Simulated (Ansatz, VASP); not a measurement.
**One calculation of ZrN, two programs**

```xyz
2
Lattice="0.0000 2.3451 2.3451 2.3451 0.0000 2.3451 2.3451 2.3451 0.0000" Properties=species:S:1:pos:R:3 pbc="T T T"
Zr    2.3451    2.3451    2.3451
N     0.0000    0.0000    0.0000
```

Change from the starting cell: volume scaled by 1.06.

Alike in both runs: task single point; functional PBE; k mesh 10 × 10 × 10; occupations fermi-dirac, width 0.05 eV; no spin polarisation.

|  | VASP | Ansatz |
| --- | --- | --- |
| version | VASP 6.6.1 | Ansatz 0.2.0 |
| potentials or method | VASP PAW PBE potentials, release 64 (Zr_sv, N) | Ansatz PAW |
| plane-wave cutoff (eV) | 520 | 420 |
| valence electrons in the cell | 17 | 17 |

|  | VASP | Ansatz | Ansatz less VASP |
| --- | --- | --- | --- |
| gap on the k mesh at the Fermi level (eV) | none | none | - |
| pressure (GPa) | -13.2 | -13.4 | -0.20 |

A gap of «none» marks a metal or a gap that the smearing closes.

Caveats: the pressure holds a Pulay correction of +0.3 GPa for the finite cutoff (Ansatz).
